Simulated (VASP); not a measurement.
# GaN: relaxation of cell and atoms with rSCAN

Crystal: GaN.

```xyz
4
Lattice="3.1800 0.0000 0.0000 -1.5900 2.7540 0.0000 0.0000 0.0000 5.1660" Properties=species:S:1:pos:R:3 pbc="T T T"
Ga    1.5900    0.9180    2.5830
Ga    0.0000    1.8360    0.0000
N     1.5900    0.9180    4.5203
N     0.0000    1.8360    1.9373
```

```json
{
  "Program": "VASP 6.6.1",
  "Task": "relaxation of cell and atoms",
  "Functional": "rSCAN",
  "Potentials or basis": "VASP PAW PBE potentials, release 64 (Ga_d, N)",
  "Cutoff": "600 eV",
  "k mesh": "10 × 10 × 5",
  "Occupations": "fermi-dirac, width 0.05 eV",
  "Spin": "no spin polarisation",
  "Further INCAR settings": "ALGO = Normal; EDIFF = 1e-07; IBRION = 2; EDIFFG = -0.02; NSW = 60; ISIF = 3"
}
```

* Relaxed volume: 11.40 Å³/atom
* Relaxed cell: a = 3.184 Å, b = 3.184 Å, c = 5.191 Å, α = 90.00°, β = 90.00°, γ = 120.00°
* Space group after relaxing (to 0.05 Å): P6_3mc (No. 186)
* Energy gained by relaxing: 0.8 meV/atom
* Ionic steps: 3
* Pressure after relaxing: 0.0 GPa
* Largest force after relaxing: 0.015 eV/Å
* Band gap on the k mesh: 2.34 eV, direct

Forces in eV/Å, atoms in the order of the input:
```
Ga   0.000  0.000 -0.015
Ga   0.000  0.000 -0.015
N    0.000  0.000  0.015
N    0.000  0.000  0.015
```

The path:
```csv
step,energy change (eV),largest force (eV/Å),pressure (GPa),volume (Å³)
1,0.0000,0.1450,1.58,45.24
2,0.0003,0.1014,-1.60,45.97
3,-0.0033,0.0147,-0.01,45.59
```

Final structure:
```xyz
4
Lattice="3.1844 0.0000 0.0000 -1.5922 2.7578 0.0000 0.0000 0.0000 5.1914" Properties=species:S:1:pos:R:3 pbc="T T T"
Ga    1.5922    0.9193    2.5923
Ga    0.0000    1.8385    5.1880
N     1.5922    0.9193    4.5459
N     0.0000    1.8385    1.9502
```

Levels at points of the mesh, in eV from the valence-band top:
```tsv
k point	band 14	band 15	band 16	band 17	band 18	band 19	band 20	band 21	band 22
(0.00, 0.00, 0.00)	-1.06	-1.06	-0.05	0.00	0.00	2.34	4.82	9.93	10.59
(0.50, 0.00, 0.00)	-5.37	-4.28	-2.81	-2.23	-1.02	5.60	6.11	6.54	9.31
```

Wall time 8.1 min on 1 thread of AMD EPYC 9R45 (Zen 5) (shared host), peak memory 0.19 GiB.

Caveat: the PAW data sets were made with another functional, which shifts forces and pressure a little. Zero-point motion and thermal expansion aren't in these numbers.
